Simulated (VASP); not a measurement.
# Te2Mo (P6_3/mmc) in VASP: further runs, part 2 of 2

VASP 6.6.1. The steps go on from the part before.

### Step 3. Relaxation of cell and atoms, PBE+D3(BJ)

This run uses another cell than the first one, of 24.96 Å³/atom, 1.034 times its volume.

The input, INCAR:

```
SYSTEM = Te2Mo
PREC = Accurate
ENCUT = 600
EDIFF = 1E-7
ISMEAR = 0
SIGMA = 0.05
LREAL = .False.
LASPH = .True.
NELM = 100
ALGO = Fast
ISIF = 3
LWAVE = .False.
LCHARG = .False.
GGA = PE
IVDW = 12
IBRION = 2
NSW = 80
EDIFFG = -0.03
```

The input, KPOINTS:

```
Automatic mesh
0
Gamma
  6 6 2
  0 0 0
```

The input, POSCAR:

```
Te2Mo
1.0
    3.5182000000      0.0000000000      0.0000000000
   -1.7591000000      3.0468505756      0.0000000000
    0.0000000000      0.0000000000     13.9736000000
Te Mo
4 2
Direct
    0.3333333333      0.6666666667      0.6210000000
    0.6666666667      0.3333333333      0.1210000000
    0.3333333333      0.6666666667      0.8790000000
    0.6666666667      0.3333333333      0.3790000000
    0.3333333333      0.6666666667      0.2500000000
    0.6666666667      0.3333333333      0.7500000000
```

Potentials or basis: VASP PAW PBE potentials, release 64 (Te, Mo_sv).

Run with:

```bash
$ cat potpaw_PBE.64/Te/POTCAR potpaw_PBE.64/Mo_sv/POTCAR > POTCAR
$ mpirun -np 1 vasp_std > vasp.out
```

OUTCAR:

```text
SYSTEM = Te2Mo
   PREC = Accurate
   ENCUT = 600
   EDIFF = 1E-7
   ISMEAR = 0
   LREAL = .False.
   LASPH = .True.
   NELM = 100
   ISIF = 3
   GGA = PE
   IVDW = 12
   IBRION = 2
   NSW = 80
   EDIFFG = -0.03
 IVDW          = 12

 ion  position               nearest neighbor table
   1  0.333  0.667  0.621-   6 2.72   6 2.72   6 2.72   3 3.61
   2  0.667  0.333  0.121-   5 2.72   5 2.72   5 2.72   4 3.61
   3  0.333  0.667  0.879-   6 2.72   6 2.72   6 2.72   1 3.61
   4  0.667  0.333  0.379-   5 2.72   5 2.72   5 2.72   2 3.61
   5  0.333  0.667  0.250-   2 2.72   4 2.72   2 2.72   4 2.72   2 2.72   4 2.72
   6  0.667  0.333  0.750-   1 2.72   3 2.72   1 2.72   3 2.72   1 2.72   3 2.72

  LATTYP: Found a hexagonal cell.
 ALAT       =     3.5182000000
 C/A-ratio  =     3.9718037633

  Lattice vectors:

 A1 = (   3.5182000000,   0.0000000000,   0.0000000000)
 A2 = (  -1.7591000000,   3.0468505756,   0.0000000000)
 A3 = (   0.0000000000,   0.0000000000,  13.9736000000)

Analysis of symmetry for initial positions (statically):
=====================================================================
 Subroutine PRICEL returns:
 Original cell was already a primitive cell.

 Routine SETGRP: Setting up the symmetry group for a
 hexagonal supercell.

 Subroutine GETGRP returns: Found 24 space group operations
 (whereof 12 operations were pure point group operations)
 out of a pool of 24 trial point group operations.

The static configuration has the point symmetry D_3d.
 The point group associated with its full space group is D_6h.

Analysis of symmetry for dynamics (positions and initial velocities):
=====================================================================
 Subroutine PRICEL returns:
 Original cell was already a primitive cell.

 Routine SETGRP: Setting up the symmetry group for a
 hexagonal supercell.

 Subroutine GETGRP returns: Found 24 space group operations
 (whereof 12 operations were pure point group operations)
 out of a pool of 24 trial point group operations.

The dynamic configuration has the point symmetry D_3d.
[... 94 lines left out ...]
   LASPH  =      T    aspherical Exc in radial PAW
   ENCUT  =  600.0 eV  44.10 Ry    6.64 a.u.   7.03  7.03 27.91*2*pi/ulx,y,z
   NELM   =    100;   NELMIN=  2; NELMDL= -5     # of ELM steps
   EDIFF  = 0.1E-06   stopping-criterion for ELM
   LREAL  =      F    real-space projection
   EDIFFG = -.3E-01   stopping-criterion for IOM
   NSW    =     80    number of steps for IOM
   IBRION =      2    ionic relax: 0-MD 1-quasi-New 2-CG
   NFREE  =      1    steps in history (QN), initial steepest desc. (CG)
   ISIF   =      3    stress and relaxation
   ISYM   =      2    0-nonsym 1-usesym 2-fastsym
   POTIM  = 0.5000    time-step for ionic-motion
   TEBEG  =    0.0;   TEEND  =   0.0 temperature during run
   PSTRESS=    0.0 pullay stress
   NELECT =      52.0000    total number of electrons
   NUPDOWN=      -1.0000    fix difference up-down
   EMIN   =  10.00;   EMAX   =-10.00  energy-range for DOS
   EFERMI =   0.00;   METHOD = LEGACY
   ISMEAR =     0;   SIGMA  =   0.05  broadening in eV -4-tet -1-fermi 0-gaus
   EFERMI_NEDOS =   21; number of points for ismear=-14 and -15
   IALGO  =     68    algorithm
   IMIX   =      4    mixing-type and parameters
     AMIX     =   0.40;   BMIX     =  1.00
     AMIX_MAG =   1.60;   BMIX_MAG =  1.00
  volume/ion in A,a.u.               =      24.96       168.47
  Fermi-wavevector in a.u.,A,eV,Ry     =   1.150578  2.174277 18.011787  1.323829
  Thomas-Fermi vector in A             =   2.287241
   LORBIT       =      0    0 simple, 1 ext, 2 COOP (PROOUT), +10 PAW based schemes
   GGA     = PE    functional components
   LHFCALC =     F    Hartree Fock is set to
   AEXX    =    0.0000 exact exchange contribution
   IVDW    =    12    specifies the selected vdW correction
   LEPSILON=     F    determine dielectric tensor
   LRPA    =     F    only Hartree local field effects (RPA)
 conjugate gradient relaxation of ions
 non-spin polarized calculation
 RMM-DIIS sequential band-by-band and
 Gauss-broadening in eV      SIGMA  =   0.05
  energy-cutoff  :      600.00
  volume of cell :      149.79
 maximum number of plane-waves:      5028
   NGX = 15   NGY = 15   NGZ = 55

--------------------------------------- Ionic step        1  -------------------------------------------

 number of electron      52.0000001 magnetization

 Free energy of the ion-electron system (eV)
  ---------------------------------------------------
  ext. energy  EPLUGINS =         0.00000000
  ---------------------------------------------------
  free energy    TOTEN  =       -35.98617239 eV

  energy without entropy =      -35.98617239  energy(sigma->0) =      -35.98617239

------------------------ aborting loop because EDIFF is reached ----------------------------------------

 Edisp (eV)   -3.21953

 E8    (eV) :    -1.4845
[... 255 lines left out ...]
--------------------------------------- Ionic step        7  -------------------------------------------

 number of electron      51.9999998 magnetization

 Free energy of the ion-electron system (eV)
  ---------------------------------------------------
  ext. energy  EPLUGINS =         0.00000000
  ---------------------------------------------------
  free energy    TOTEN  =       -35.90559829 eV

  energy without entropy =      -35.90559829  energy(sigma->0) =      -35.90559829

 E-fermi :   8.8547     XC(G=0): -10.6459

 val. band max:        8.6316662370   @ k =   0.0000   0.0000   0.0000
 cond. band min:       9.3500769672   @ k =   0.1667   0.1667   0.0000
 fundamental gap:      0.7184107302
 Fermi energy:         8.8546839453

 k-point     1 :       0.0000    0.0000    0.0000
  band No.  band energies     occupation
      1     -52.2088      2.00000
      2     -52.2088      2.00000
      3     -26.3910      2.00000
      4     -26.3909      2.00000
      5     -26.2422      2.00000
      6     -26.2422      2.00000
[... 502 lines left out ...]
  FREE ENERGIE OF THE ION-ELECTRON SYSTEM (eV)
  ---------------------------------------------------
  free  energy   TOTEN  =       -39.2322444910 eV

  energy  without entropy=      -39.2322444910  energy(sigma->0) =      -39.23224449

 reached required accuracy - stopping structural energy minimisation
```

OSZICAR:

```text
N       E                     dE             d eps       ncg     rms          rms(c)
DAV:   1     0.453315513459E+03    0.45332E+03   -0.29392E+04   988   0.169E+03
DAV:   2    -0.100024056490E+02   -0.46332E+03   -0.45443E+03  1091   0.372E+02
DAV:   3    -0.364379153440E+02   -0.26436E+02   -0.25706E+02  1092   0.734E+01
[... 111 lines left out ...]
RMM:  18    -0.359055988518E+02   -0.29510E-06   -0.22906E-07   547   0.194E-03    0.302E-03
RMM:  19    -0.359055986936E+02    0.15825E-06   -0.37956E-08   397   0.801E-04    0.250E-03
RMM:  20    -0.359055984227E+02    0.27089E-06   -0.21230E-08   484   0.709E-04    0.106E-03
RMM:  21    -0.359055983207E+02    0.10202E-06   -0.19673E-08   282   0.534E-04    0.189E-04
RMM:  22    -0.359055982910E+02    0.29657E-07   -0.15434E-08   356   0.519E-04
   7 F= -.39232244E+02 E0= -.39232244E+02  d E =-.114562E-01
```

It took 10 min on 1 thread of Intel Xeon Platinum 8259CL at 2.50GHz (Skylake/Cascade Lake), shared host; peak memory 0.34 GiB.

Results:

```
Free energy                            : -39.2322 eV
Relaxed volume                         : 24.15 Å³/atom
Relaxed cell                           : a = 3.494 Å, b = 3.494 Å, c = 13.711 Å, α = 90.00°, β = 90.00°, γ = 120.00°
Space group after relaxing (to 0.05 Å) : P6_3/mmc (No. 194)
Energy gained by relaxing              : 4.4 meV/atom
Ionic steps                            : 7
Pressure after relaxing                : 0.0 GPa
Band gap on the k mesh                 : 0.72 eV, indirect (least direct gap 1.03 eV)
Dispersion energy per atom             : -0.554 eV
```

Forces on the atoms (eV/Å):
```
Te   0.000  0.000  0.002
Te   0.000  0.000  0.002
Te   0.000  0.000 -0.002
Te   0.000  0.000 -0.002
Mo   0.000  0.000  0.000
Mo   0.000  0.000  0.000
```

The path:
```tsv
step	energy change (eV)	largest force (eV/Å)	pressure (GPa)	volume (Å³)
1	0.0000	0.1840	-0.54	149.79
2	-0.0101	0.1709	0.07	147.97
3	-0.0112	0.1653	0.36	147.15
4	-0.0148	0.0483	-0.58	147.27
5	-0.0151	0.0018	-0.37	147.24
6	-0.0202	0.0014	-0.28	146.55
7	-0.0265	0.0022	-0.02	144.93
```

Final structure:
```yaml
crystal:
  lattice:
    - [3.49361, 0.00000, 0.00000]
    - [-1.74681, 3.02556, 0.00000]
    - [0.00000, 0.00000, 13.71111]
  atoms:
    - { symbol: Te, position: [0.33333, 0.66667, 0.61728] }
    - { symbol: Te, position: [0.66667, 0.33333, 0.11728] }
    - { symbol: Te, position: [0.33333, 0.66667, 0.88272] }
    - { symbol: Te, position: [0.66667, 0.33333, 0.38272] }
    - { symbol: Mo, position: [0.33333, 0.66667, 0.25000] }
    - { symbol: Mo, position: [0.66667, 0.33333, 0.75000] }
```

Caveat: spin-orbit coupling is left out, which moves the levels of the heavy elements. As with any semilocal functional, this PBE gap is likely too small.

### Step 4. Single point, r2SCAN+D3(BJ)

This run uses another cell than the first one, of 21.40 Å³/atom, 0.887 times its volume.

The input, POSCAR:

```
Te2Mo
1.0
    3.3806872311      0.0000000000      0.0000000000
   -1.6903436156      2.9277610243      0.0000000000
    0.0000000000      0.0000000000     12.9745328463
Te Mo
4 2
Direct
    0.3333333333      0.6666666667      0.6104022972
    0.6666666667      0.3333333333      0.1104022972
    0.3333333333      0.6666666667      0.8895977028
    0.6666666667      0.3333333333      0.3895977028
    0.3333333333      0.6666666667      0.2500000000
    0.6666666667      0.3333333333      0.7500000000
```

The input, INCAR.step1:

```
ALGO = Normal
EDIFF = 1E-4
ENCUT = 520
GGA = PE
ISMEAR = 0
LASPH = True
LCHARG = False
LREAL = False
LWAVE = True
NBANDS = 35
NELM = 100
PREC = Accurate
SIGMA = 0.05
```

The input, INCAR.step2:

```
ALGO = Normal
EDIFF = 1E-6
ENCUT = 520
ISIF = 2
ISMEAR = 0
ISTART = 1
IVDW = 12
LASPH = True
LCHARG = False
LMIXTAU = True
LREAL = False
LWAVE = False
METAGGA = R2SCAN
NBANDS = 35
NELM = 100
PREC = Accurate
SIGMA = 0.05
VDW_A1 = 0.49484001
VDW_A2 = 5.73083694
VDW_S6 = 1.0
VDW_S8 = 0.78981345
```

The input, KPOINTS:

```
k-points
0
Gamma
  10 10 4
```

Run with:

```bash
$ cat potpaw_PBE.64/Te/POTCAR potpaw_PBE.64/Mo_sv/POTCAR > POTCAR
$ cp INCAR.step1 INCAR
$ mpirun -np 1 vasp_std > vasp.out
$ cp INCAR.step2 INCAR
$ mpirun -np 1 vasp_std > vasp.out
```

Run time: 11 min. Hardware: 1 thread of Intel Xeon Platinum 8259CL at 2.50GHz (Skylake/Cascade Lake), shared host; peak memory 0.39 GiB.

Results (log left out):

| Property | Result |
| --- | --- |
| Free energy | -156.3600 eV |
| Pressure | 12.4 GPa |
| Largest force | 0.036 eV/Å |
| Band gap on the k mesh | 0.20 eV, indirect (least direct gap 0.88 eV) |
| Dispersion energy per atom | -0.295 eV |

Forces on the atoms (eV/Å):
```
Te   0.000  0.000 -0.036
Te   0.000  0.000 -0.036
Te   0.000  0.000  0.036
Te   0.000  0.000  0.036
Mo   0.000  0.000  0.000
Mo   0.000  0.000  0.000
```

Stress tensor (GPa, compression positive):
```
12.39  0.00  0.00
 0.00 12.39  0.00
 0.00  0.00 12.51
```

Levels at points of the mesh, in eV from the valence-band top:
```
           k point  band 23  band 24  band 25  band 26  band 27  band 28  band 29  band 30
(0.00, 0.00, 0.00)    -1.39    -1.39    -0.14    -0.03     2.89     2.89     3.06     3.06
(0.50, 0.00, 0.00)    -1.73    -1.64    -1.20    -0.39     1.22     1.28     1.33     1.92
(0.00, 0.00, 0.50)    -1.44    -1.44    -0.10    -0.10     2.93     2.93     2.93     2.93
(0.50, 0.00, 0.50)    -1.63    -1.63    -0.81    -0.81     1.25     1.25     1.62     1.62
```

Caveat: the PAW data sets were made with another functional, which shifts forces and pressure a little; spin-orbit coupling is left out, which moves the levels of the heavy elements.

### Step 5. Summary

```csv
task,level,cell,k mesh,cutoff (eV),gap on the mesh (eV),pressure (GPa),largest force (eV/Å)
single point,PBE+D3(BJ),"P6_3/mmc, 24.14 Å³/atom",6 × 6 × 2,520,0.70,-0.1,0.01
relaxation of cell and atoms,PBE+D3(BJ),relaxed,6 × 6 × 2,600,0.72,0.0,-
single point,r2SCAN+D3(BJ),"P6_3/mmc, 21.4 Å³/atom",10 × 10 × 4,520,0.20,12.4,0.04
```

Alike in all rows: potentials or basis VASP PAW PBE potentials, release 64 (Te, Mo_sv); no spin polarisation; smearing gaussian 0.05 eV.

Caveats: spin-orbit coupling is left out, which moves the levels of the heavy elements; the PAW data sets were made with another functional, which shifts forces and pressure a little (some runs).

Absolute energies hang on the potentials; compare differences alone.

### Step 6. Against experiment

Step 2. Against the measured gap of Te2Mo, 0.88 eV (indirect; 300 K; quoted in “Broadband infrared study of pressure-tunable Fano resonance and metallization transition in 2H-MoTe2”, 2022, pmc:9569381), the calculated 0.70 eV is off by -0.18 eV. Spin-orbit coupling on Mo, Te is left out. The value is that of PBE+D3(BJ) on a finite k mesh, which can miss the band edges, without temperature or zero-point motion. Semilocal functionals fall short of measured gaps as a rule.

Step 4. Measured gap of Te2Mo: 0.88 eV (indirect; 300 K; quoted in “Broadband infrared study of pressure-tunable Fano resonance and metallization transition in 2H-MoTe2”, 2022, pmc:9569381). This calculation gives 0.20 eV (-0.68 eV). Spin-orbit coupling on Mo, Te is left out. The value is that of r2SCAN+D3(BJ) on a finite k mesh, which can miss the band edges, without temperature or zero-point motion.
